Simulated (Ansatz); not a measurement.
ZrSe2:

```
Zr Se
1.0
     3.79800    0.00000    0.00000
    -1.89900    3.28916    0.00000
     0.00000    0.00000    6.19200
Zr Se
1 2
Direct
  0.00000 0.00000 0.00000
  0.66667 0.33333 0.75000
  0.33333 0.66667 0.25000
```

Base run:

```yaml
Program: Ansatz 0.2.0
Functional: r2SCAN
Potentials_or_basis: Ansatz PAW
Cutoff: "500 eV (not typed: the program's choice for these potentials)"
k_mesh: 8 × 8 × 5
Occupations: fermi-dirac, width 0.05 eV
Spin: no spin polarisation
```

Its results: band gap on the k mesh 0.71 eV, indirect (least direct gap 1.35 eV); pressure 1.4 GPa; largest force 0.149 eV/Å.

Task: The run is repeated on the same cell with these changes: functional from r2SCAN to PBE; cutoff from 500 eV (not typed: the program's choice for these potentials) to 420 eV (not typed: the program's choice for these potentials); occupations from fermi-dirac, width 0.05 eV to gaussian, width 0.012 eV. What comes out?

Result: Band gap on the k mesh 0.41 eV, indirect (least direct gap 1.05 eV); pressure 1.9 GPa; largest force 0.283 eV/Å.

Caveats: the PAW data sets come from PBE, with cores solved anew for the run's functional, which leaves a small shift of forces and pressure (some runs); odd divisions of the mesh miss points on the zone boundary, where band edges often lie, so the gap on the mesh can be too wide (some runs); this functional lacks dispersion, which binds the layers, so the pressure and a relaxed spacing across them are unreliable (some runs).

A k mesh can miss the band edges.
